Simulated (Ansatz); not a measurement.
# hcp against fcc along the lanthanides

All numbers below come from DFT, BLYP, plane waves (420 eV) with PAW, scalar-relativistic in Ansatz 0.2.0. The PAW files were generated under PBE, with cores re-solved for the functional.

Each structure is relaxed within its symmetry, in the lowest magnetic state of the tried starts. Differences under about 8 meV lie within the error of the k-point mesh.

Semilocal functionals delocalise ytterbium's f shell and shrink the cell.

```
element  E(hcp) − E(fcc) (meV/atom)  V(hcp) (Å³/atom)  V(fcc) (Å³/atom)       state of hcp       state of fcc
     La                          20             40.62             40.03  spin not included  spin not included
     Yb                           ?                 ?                 ?                  ?                  ?
     Lu                         -38             29.85             29.69  spin not included  spin not included
```

**Question.** Fill in the row of Yb.

**Answer.** E(hcp) − E(fcc) (meV/atom): 13; V(hcp) (Å³/atom): 37.29; V(fcc) (Å³/atom): 37.25; state of hcp: spin not included; state of fcc: non-magnetic.
